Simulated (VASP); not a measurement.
# Tc (P6_3/mmc) in VASP: further runs

One crystal, Tc, is run at these levels: PBE; tasks: single point.

Program: VASP 6.6.1. These are calculated values, not measurements. Logs are shortened: lines on timing, memory, paths and dates and some standing lists are left out, and cuts for length are marked.

### 1 Starting point

It takes space group P6_3/mmc (No. 194, hexagonal). Conventional cell: a = 2.740 Å, b = 2.740 Å, c = 4.398 Å, α = 90.00°, β = 90.00°, γ = 120.00°. Around Tc (site symmetry -6m2) lie 12 Tc at 2.71 to 2.74 Å.

### 2 Single point, PBE

Input file INCAR:

```
SYSTEM = Tc
PREC     = Accurate       ! precision mode
ENCUT    = 450            ! plane-wave cutoff, eV
EDIFF    = 1E-6           ! SCF threshold, eV
ISMEAR   = 0              ! smearing method
SIGMA    = 0.4            ! smearing width, eV
LREAL    = .False.        ! projectors in reciprocal space
LASPH    = .True.         ! aspherical terms in the spheres
NELM     = 100            ! most SCF steps
ALGO     = Normal         ! electronic algorithm
ISIF     = 2              ! what is computed and relaxed
LWAVE    = .False.        ! write WAVECAR
LCHARG   = .False.        ! write CHGCAR
GGA      = PE             ! functional
ADDGRID  = .False.
```

Input file KPOINTS:

```
regular mesh
0
Gamma
  5 5 3
  0 0 0
```

Input file POSCAR:

```
Tc
1.0
    2.7400000000      0.0000000000      0.0000000000
   -1.3700000000      2.3729096064      0.0000000000
    0.0000000000      0.0000000000      4.3980000000
Tc
2
Direct
    0.6666666667      0.3333333333      0.7500000000
    0.3333333333      0.6666666667      0.2500000000
```

Potentials or basis: VASP PAW PBE potentials, release 64 (Tc_pv).

Launch:

```bash
$ cat potpaw_PBE.64/Tc_pv/POTCAR > POTCAR
$ mpirun -np 1 vasp_std > vasp.out
```

OUTCAR:

```text
SYSTEM = Tc
   PREC = Accurate
   ENCUT = 450
   EDIFF = 1E-6
   ISMEAR = 0
   LREAL = .False.
   LASPH = .True.
   NELM = 100
   ISIF = 2
   GGA = PE

 Found     10 irreducible k-points:

 Following reciprocal coordinates:
            Coordinates               Weight
  0.000000  0.000000  0.000000      1.000000
  0.200000 -0.000000  0.000000      6.000000
  0.400000 -0.000000  0.000000      6.000000
  0.200000  0.200000  0.000000      6.000000
  0.400000  0.200000  0.000000      6.000000
  0.000000  0.000000  0.333333      2.000000
   k-points           NKPTS =     10   k-points in BZ     NKDIM =     10   number of bands    NBANDS=     17
   number of dos      NEDOS =    301   number of ions     NIONS =      2
   total plane-waves  NPLWV =  12000
   dimension x,y,z NGX =    20 NGY =   20 NGZ =   30
   dimension x,y,z NGXF=    40 NGYF=   40 NGZF=   60
   ions per type =               2
   NGX,Y,Z   is equivalent  to a cutoff of  12.13, 12.13, 11.34 a.u.
   NGXF,Y,Z  is equivalent  to a cutoff of  24.27, 24.27, 22.68 a.u.
 SYSTEM =  Tc
   PREC   = accura    normal or accurate (medium, high low for compatibility)
   ISTART =      0    job   : 0-new  1-cont  2-samecut
   ICHARG =      2    charge: 1-file 2-atom 10-const
   ISPIN  =      1    spin polarized calculation?
   LNONCOLLINEAR =      F non collinear calculations
   LSORBIT =      F    spin-orbit coupling
   LASPH  =      T    aspherical Exc in radial PAW
   ENCUT  =  450.0 eV  33.07 Ry    5.75 a.u.   4.74  4.74  7.61*2*pi/ulx,y,z
   NELM   =    100;   NELMIN=  2; NELMDL= -5     # of ELM steps
   EDIFF  = 0.1E-05   stopping-criterion for ELM
   LREAL  =      F    real-space projection
   EDIFFG = 0.1E-04   stopping-criterion for IOM
   NSW    =      0    number of steps for IOM
   IBRION =     -1    ionic relax: 0-MD 1-quasi-New 2-CG
   NFREE  =      0    steps in history (QN), initial steepest desc. (CG)
   ISIF   =      2    stress and relaxation
   ISYM   =      2    0-nonsym 1-usesym 2-fastsym
   POTIM  = 0.5000    time-step for ionic-motion
   TEBEG  =    0.0;   TEEND  =   0.0 temperature during run
   PSTRESS=    0.0 pullay stress
   NELECT =      26.0000    total number of electrons
   NUPDOWN=      -1.0000    fix difference up-down
   EMIN   =  10.00;   EMAX   =-10.00  energy-range for DOS
   EFERMI =   0.00;   METHOD = LEGACY
   ISMEAR =     0;   SIGMA  =   0.40  broadening in eV -4-tet -1-fermi 0-gaus
   EFERMI_NEDOS =   21; number of points for ismear=-14 and -15
   IALGO  =     38    algorithm
   IMIX   =      4    mixing-type and parameters
     AMIX     =   0.40;   BMIX     =  1.00
     AMIX_MAG =   1.60;   BMIX_MAG =  1.00
  volume/ion in A,a.u.               =      14.30        96.48
  Fermi-wavevector in a.u.,A,eV,Ry     =   1.586002  2.997108 34.224109  2.515401
  Thomas-Fermi vector in A             =   2.685380
   LORBIT       =      0    0 simple, 1 ext, 2 COOP (PROOUT), +10 PAW based schemes
   GGA     = PE    functional components
   LHFCALC =     F    Hartree Fock is set to
   AEXX    =    0.0000 exact exchange contribution
   IVDW    =     0    specifies the selected vdW correction
   LEPSILON=     F    determine dielectric tensor
   LRPA    =     F    only Hartree local field effects (RPA)
 non-spin polarized calculation
 Gauss-broadening in eV      SIGMA  =   0.40
  energy-cutoff  :      450.00
  volume of cell :       28.59
 maximum number of plane-waves:       627
 NGX is ok and might be reduce to    20
   NGX =  9   NGY =  9   NGZ = 15

 number of electron      25.9999997 magnetization

 Free energy of the ion-electron system (eV)
  ---------------------------------------------------
  ext. energy  EPLUGINS =         0.00000000
  ---------------------------------------------------
  free energy    TOTEN  =       -20.89127888 eV

  energy without entropy =      -20.75018184  energy(sigma->0) =      -20.82073036

 E-fermi :  12.6343     XC(G=0): -13.8020

 val. band max:       12.5500749149   @ k =   0.0000   0.0000   0.0000
 cond. band min:      12.7719986025   @ k =   0.4000   0.2000   0.3333
 fundamental gap:      0.2219236877
 Fermi energy:        12.6342841151

 k-point     1 :       0.0000    0.0000    0.0000
  band No.  band energies     occupation
      1     -26.7769      2.00000
      2     -25.6763      2.00000
      3     -25.6763      2.00000
      4     -25.4915      2.00000
      5     -25.4915      2.00000
      6     -25.4468      2.00000
      7       5.3444      2.00000
      8       7.2410      2.00000
      9      11.1113      2.00000
     10      11.1113      2.00000
     11      11.1782      2.00000
     12      11.8277      1.99565
     13      11.8277      1.99565
     14      12.5501      1.23409
     15      12.5501      1.23409
     16      14.3332      0.00000
     17      15.2020      0.00000

 k-point     2 :       0.2000   -0.0000    0.0000
  band No.  band energies     occupation
      1     -26.6238      2.00000
      2     -26.0064      2.00000
      3     -25.8238      2.00000
      4     -25.7800      2.00000
      5     -25.5404      2.00000
      6     -25.5160      2.00000
      7       6.6757      2.00000
      8       8.1087      2.00000
      9       9.9766      2.00000
     10      10.4562      2.00000
     11      11.2348      2.00000
     12      11.7830      1.99739
     13      12.3467      1.69071
     14      12.3705      1.64905
     15      12.5125      1.33322
     16      12.9699      0.23532
     17      15.6292      0.00000

 k-point     3 :       0.4000   -0.0000    0.0000
  band No.  band energies     occupation
      1     -26.5333      2.00000
      2     -26.3214      2.00000
      3     -26.2911      2.00000
      4     -25.9346      2.00000
      5     -25.7103      2.00000
      6     -25.6288      2.00000
      7       7.4635      2.00000
      8       8.0847      2.00000
      9       8.2402      2.00000
     10      10.9025      2.00000
     11      11.2018      2.00000
     12      11.6280      1.99963
     13      11.9232      1.98806
     14      15.0162      0.00000
     15      15.4181      0.00000
     16      15.9424      0.00000
     17      15.9530      0.00000

 k-point     4 :       0.2000    0.2000    0.0000
  band No.  band energies     occupation
      1     -26.3721      2.00000
      2     -26.2883      2.00000
      3     -26.2648      2.00000
      4     -25.9110      2.00000
      5     -25.7280      2.00000
      6     -25.6559      2.00000
      7       8.4726      2.00000
      8       8.7813      2.00000
      9       8.9235      2.00000
     10       9.1211      2.00000
     11      10.6355      2.00000
     12      11.4876      1.99995
     13      12.0152      1.97139
     14      13.2311      0.03485
     15      14.7380      0.00000
     16      15.6035      0.00000
     17      15.8697      0.00000

 k-point     5 :       0.4000    0.2000    0.0000
  band No.  band energies     occupation
      1     -26.5226      2.00000
      2     -26.3093      2.00000
      3     -26.1343      2.00000
      4     -26.1125      2.00000
      5     -25.8585      2.00000
      6     -25.8455      2.00000
      7       7.9490      2.00000
      8       8.3626      2.00000
      9       8.8843      2.00000
     10      10.5913      2.00000
     11      10.5916      2.00000
     12      11.2217      2.00000
     13      12.3411      1.70005
     14      14.9610      0.00000
     15      15.4912      0.00000
     16      15.5337      0.00000
     17      19.1396      0.00000

 k-point     6 :       0.0000    0.0000    0.3333
  band No.  band energies     occupation
      1     -26.4610      2.00000
      2     -25.7965      2.00000
      3     -25.6306      2.00000
      4     -25.6306      2.00000
      5     -25.5381      2.00000
      6     -25.5381      2.00000
      7       6.4417      2.00000
      8       7.4823      2.00000
      9      10.7116      2.00000
     10      10.8731      2.00000
     11      10.8731      2.00000
     12      11.2910      2.00000
     13      11.2910      2.00000
     14      11.8790      1.99242
     15      13.7275      0.00011
     16      13.7275      0.00011
     17      15.0550      0.00000

 [... further k-points ...]
[... 5 lines left out ...]
  --------------------------------------------------------------------------------------
  -------------------------------------------------------------------------------------
  Total        0.3650871      0.3650871     -0.1439605      0.0000000      0.0000000      0.0000000
  in kB       20.4559720     20.4559720     -8.0661619      0.0000000      0.0000000      0.0000000
  external PRESSURE =      10.9485940 kB  Pullay stress =       0.0000000 kB

 VOLUME and BASIS-vectors are now :
 -----------------------------------------------------------------------------
  energy-cutoff  :      450.00
  volume of cell :       28.59
      direct lattice vectors                 reciprocal lattice vectors
     2.740000000  0.000000000  0.000000000     0.364963504  0.210711777  0.000000000
    -1.370000000  2.372909606  0.000000000     0.000000000  0.421423554  0.000000000
     0.000000000  0.000000000  4.398000000     0.000000000  0.000000000  0.227376080

 POSITION                                       TOTAL-FORCE (eV/Angst)
 -----------------------------------------------------------------------------------
      1.37000      0.79097      3.29850        -0.000000      0.000000      0.000000
     -0.00000      1.58194      1.09950         0.000000     -0.000000      0.000000
 -----------------------------------------------------------------------------------
    total drift:                               -0.000000      0.000000     -0.000000

  FREE ENERGIE OF THE ION-ELECTRON SYSTEM (eV)
  ---------------------------------------------------
  free  energy   TOTEN  =       -20.8912788832 eV

  energy  without entropy=      -20.7501818389  energy(sigma->0) =      -20.82073036
```

Wall time 9.4 s (1 thread of AMD EPYC 7R43 (Zen 3), shared host); peak memory 0.1 GiB.

The run converged, but some of its settings lie outside the range that counts as converged, so its numbers aren't taken as properties of the crystal.

What came out:

| Quantity | Value |
| --- | --- |
| Free energy | -20.8913 eV |
| Pressure | 1.1 GPa |
| Band gap on the k mesh | none (metal or under the smearing width) |

Caveat: the k mesh is coarse (spacing up to 0.53 Å⁻¹), so the values aren't converged.

### 3 Single point, PBE

INCAR: that of step 2 with these lines changed.

```diff
@@ -5,3 +5,3 @@
 ISMEAR   = 0              ! smearing method
-SIGMA    = 0.4            ! smearing width, eV
+SIGMA    = 0.2            ! smearing width, eV
 LREAL    = .False.        ! projectors in reciprocal space
```

KPOINTS is that of step 2.

POSCAR is that of step 2.

Potentials or basis: VASP PAW PBE potentials, release 64 (Tc_pv).

Launch:

```bash
$ cat potpaw_PBE.64/Tc_pv/POTCAR > POTCAR
$ mpirun -np 1 vasp_std > vasp.out
```

It took 9.6 s on 1 thread of AMD EPYC 7R43 (Zen 3), shared host; peak memory 0.09 GiB.

These settings aren't checked as converged: the numbers below hold their error.

Results:

```
Free energy            : -20.8386 eV
Pressure               : 0.6 GPa
Band gap on the k mesh : none (metal or under the smearing width)
```

Caveat: the k mesh is coarse (spacing up to 0.53 Å⁻¹), so the values aren't converged.

### 4 Single point, PBE

INCAR: that of step 3 with these lines changed.

```diff
@@ -5,3 +5,3 @@
 ISMEAR   = 0              ! smearing method
-SIGMA    = 0.2            ! smearing width, eV
+SIGMA    = 0.05           ! smearing width, eV
 LREAL    = .False.        ! projectors in reciprocal space
```

KPOINTS is that of step 3.

POSCAR is that of step 3.

Launch:

```bash
$ cat potpaw_PBE.64/Tc_pv/POTCAR > POTCAR
$ mpirun -np 1 vasp_std > vasp.out
```

Wall time 10 s (1 thread of AMD EPYC 7R43 (Zen 3), shared host); peak memory 0.09 GiB.

These settings aren't checked as converged: the numbers below hold their error.

What came out:

- Free energy: -20.8248 eV
- Pressure: 0.5 GPa
- Band gap on the k mesh: none (metal or under the smearing width)

Caveat: the k mesh is coarse (spacing up to 0.53 Å⁻¹), so the values aren't converged.

(Part 1 of 2 ends here.)
